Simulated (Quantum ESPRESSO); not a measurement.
**O under changes of volume**

One of the cells (17.288 Å³/atom); the others are scaled copies at fixed shape and fractional positions:

```
O
1.0
     2.85140   -1.66242    0.00000
     2.85140    1.66242    0.00000
    -2.39449    0.00000    3.64705
O
2
Direct
  0.97455 0.97455 0.84443
  0.02545 0.02545 0.15557
```

| Property | Result |
| --- | --- |
| Program | Quantum ESPRESSO 7.5 |
| Functional | LDA |
| Potentials or basis | GBRV 1.5 LDA |
| Cutoff | 612 eV |
| Density cutoff | 4898 eV |
| k mesh | 10 × 10 × 7 |
| Occupations | fermi-dirac, width 0.05 eV |
| Spin | no spin polarisation |

| volume (Å³/atom) | energy over the lowest point (meV/atom) | pressure (GPa) | largest force (eV/Å) |
| --- | --- | --- | --- |
| 16.251 | 0.00 | -2.4 | 1.060 |
| 16.596 | 6.34 | -3.6 | 0.413 |
| 16.942 | 15.09 | -4.6 | 0.289 |
| 17.288 | 25.99 | -5.5 | 0.831 |
| 17.634 | 38.81 | -6.3 | 1.360 |
| 17.979 | 53.33 | -7.1 | 1.855 |
| 18.325 | ? | ? | ? |

Task: What does the run at 18.325 Å³/atom give?

Result: Energy over the lowest point 69.39 meV/atom; pressure -7.7 GPa; largest force 2.317 eV/Å.

Worked out: A Birch-Murnaghan fit of order 3 (a polynomial in V^(-2/3)) to the other rows has no minimum within the range. It gives 69.44 meV/atom at 18.325 Å³/atom, against the run's 69.39, and -dE/dV = -7.8 GPa, against -7.7.

Energies are extrapolated to zero smearing.

Caveats: spin is off for a triplet molecule; forces of over 1 eV/Å show positions far from the minimum, so gaps and moduli don't describe the material at rest (some runs).
